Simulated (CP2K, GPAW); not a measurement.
Given: the input of a run of GPAW 26.7.0 on Ge. This isn't the form of Ge at room conditions, which is diamond.

File run.py:

```python
from ase.io import read
from gpaw import PW
from gpaw.dft import DFT

atoms = read('Ge.cif')

dft = DFT(atoms,
          mode=PW(600),
          xc='PBE',
          kpts={'size': (10, 10, 10), 'gamma': True},
          occupations={'name': 'fermi-dirac', 'width': 0.05},
          nbands=8,
          convergence={'density': 1e-05, 'energy': 1e-05},
          maxiter=150,
          txt='gpaw.txt')
print(f'Energy: {dft.calculate_energy():.6f} eV')
print('Forces (eV/A):')
print(dft.calculate_forces().round(4))
print('Stress (eV/A^3):', dft.calculate_stress().round(6))
dft.write_gpw_file('gs.gpw')
```

File Ge.cif:

```cif
data_Ge
_cell_length_a 2.71047000
_cell_length_b 2.71047000
_cell_length_c 2.71047000
_cell_angle_alpha 90.00000000
_cell_angle_beta 90.00000000
_cell_angle_gamma 90.00000000
_space_group_name_H-M_alt 'P1'
_space_group_name_Hall 'P 1'
_space_group_IT_number 1
loop_
_space_group_symop_operation_xyz
'x,y,z'
loop_
_atom_site_label
_atom_site_type_symbol
_atom_site_symmetry_multiplicity
_atom_site_Wyckoff_symbol
_atom_site_fract_x
_atom_site_fract_y
_atom_site_fract_z
_atom_site_occupancy
Ge1 Ge 1 a 0.0000000000 0.0000000000 0.0000000000 1
```

Potentials or basis: GPAW PAW data sets (gpaw-data 1.2.1), pw.

Launch:

```console
$ OMP_NUM_THREADS=1 python run.py
```

Translate it to CP2K 2026.2. Potentials or basis there: POTENTIAL_UZH Ge GTH-PBE-q4; TZVP-MOLOPT-PBE-GTH basis.

As run (cutoffs and basis follow the program's own potentials, and thresholds, step limits or extra output files can differ):

The input ge_scf.inp:

```
&GLOBAL
  PROJECT ge_scf
  RUN_TYPE ENERGY_FORCE
  PRINT_LEVEL LOW
&END GLOBAL
&FORCE_EVAL
  METHOD QS
  STRESS_TENSOR ANALYTICAL
  &DFT
    BASIS_SET_FILE_NAME BASIS_MOLOPT_UZH
    POTENTIAL_FILE_NAME POTENTIAL_UZH
    &MGRID
      CUTOFF 675
      REL_CUTOFF 60
      NGRIDS 5
    &END MGRID
    &QS
      METHOD GPW
      EPS_DEFAULT 1.0E-9
    &END QS
    &KPOINTS
      SCHEME MONKHORST-PACK 10 10 10
      GAMMA_CENTERED T
      SYMMETRY T
      SYMMETRY_BACKEND SPGLIB
    &END KPOINTS
    &SCF
      SCF_GUESS ATOMIC
      EPS_SCF 1.0E-6
      MAX_SCF 100
      ADDED_MOS 8
      CHOLESKY OFF
      EPS_EIGVAL 1.0E-7
      &DIAGONALIZATION ON
        ALGORITHM STANDARD
      &END DIAGONALIZATION
      &MIXING ON
        METHOD BROYDEN_MIXING
        ALPHA 0.4
        BETA 1.5
        NBUFFER 8
      &END MIXING
      &SMEAR ON
        METHOD FERMI_DIRAC
        ELECTRONIC_TEMPERATURE [K] 580.226
      &END SMEAR
    &END SCF
    &XC
      &XC_FUNCTIONAL
        &GGA_X_PBE
        &END GGA_X_PBE
        &GGA_C_PBE
        &END GGA_C_PBE
      &END XC_FUNCTIONAL
    &END XC
    &PRINT
      &KPOINTS ON
      &END KPOINTS
      &MULLIKEN ON
      &END MULLIKEN
      &MO ON
        ENERGIES T
        OCCUPATION_NUMBERS T
        &EACH
          QS_SCF 0
        &END EACH
        ADD_LAST NUMERIC
      &END MO
      &LOWDIN ON
      &END LOWDIN
      &HIRSHFELD ON
        SHAPE_FUNCTION DENSITY
      &END HIRSHFELD
    &END PRINT
  &END DFT
  &SUBSYS
    &CELL
      A 2.7104700000 0.0000000000 0.0000000000
      B 0.0000000000 2.7104700000 0.0000000000
      C 0.0000000000 0.0000000000 2.7104700000
      PERIODIC XYZ
    &END CELL
    &COORD
      SCALED
      Ge  0.0000000000 0.0000000000 0.0000000000
    &END COORD
    &KIND Ge
      BASIS_SET TZVP-MOLOPT-PBE-GTH-q4
      POTENTIAL GTH-PBE-q4
    &END KIND
    &PRINT
      &ATOMIC_COORDINATES ON
      &END ATOMIC_COORDINATES
      &CELL ON
      &END CELL
    &END PRINT
  &END SUBSYS
  &PRINT
    &FORCES ON
    &END FORCES
    &STRESS_TENSOR ON
    &END STRESS_TENSOR
  &END PRINT
&END FORCE_EVAL
```

Potentials or basis: POTENTIAL_UZH Ge GTH-PBE-q4; TZVP-MOLOPT-PBE-GTH basis.

Run with:

```sh
$ OMP_NUM_THREADS=1 cp2k.psmp -i ge_scf.inp -o ge_scf.out
```

Both were run:

|  | GPAW | CP2K |
| --- | --- | --- |
| Pressure | -0.6 GPa | 0.4 GPa |

Pressure is positive in compression.
